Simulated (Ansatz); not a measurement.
Theory: Ansatz 0.2.0, DFT, revPBE, plane waves (420 eV) with PAW, scalar-relativistic. (PAW data from PBE, frozen cores regenerated.)

An element in the simple cubic structure gives this curve. The cell is scaled uniformly from the relaxed one, with fractional coordinates and shape fixed. Energies are extrapolated to zero smearing, pressures are those at the given smearing. Magnetic state: spin not included.

```json
{"V (Å³/atom)": "30.240", "E − E₀ (meV/atom)": "47.2", "P (GPa)": "4.23"}
{"V (Å³/atom)": "31.615", "E − E₀ (meV/atom)": "18.8", "P (GPa)": "2.55"}
{"V (Å³/atom)": "32.989", "E − E₀ (meV/atom)": "3.8", "P (GPa)": "1.13"}
{"V (Å³/atom)": "34.364", "E − E₀ (meV/atom)": "0.1", "P (GPa)": "-0.08"}
{"V (Å³/atom)": "35.738", "E − E₀ (meV/atom)": "5.9", "P (GPa)": "-1.10"}
{"V (Å³/atom)": "37.113", "E − E₀ (meV/atom)": "19.6", "P (GPa)": "-1.95"}
{"V (Å³/atom)": "38.488", "E − E₀ (meV/atom)": "40.0", "P (GPa)": "-2.67"}
```

**Question.** Which element is it?
A. indium
B. lanthanum
C. yttrium
D. lutetium

**Answer.** D. Its fit is V₀ = 34.17 Å³/atom, B₀ = 28 GPa, B₀′ = 3.3.
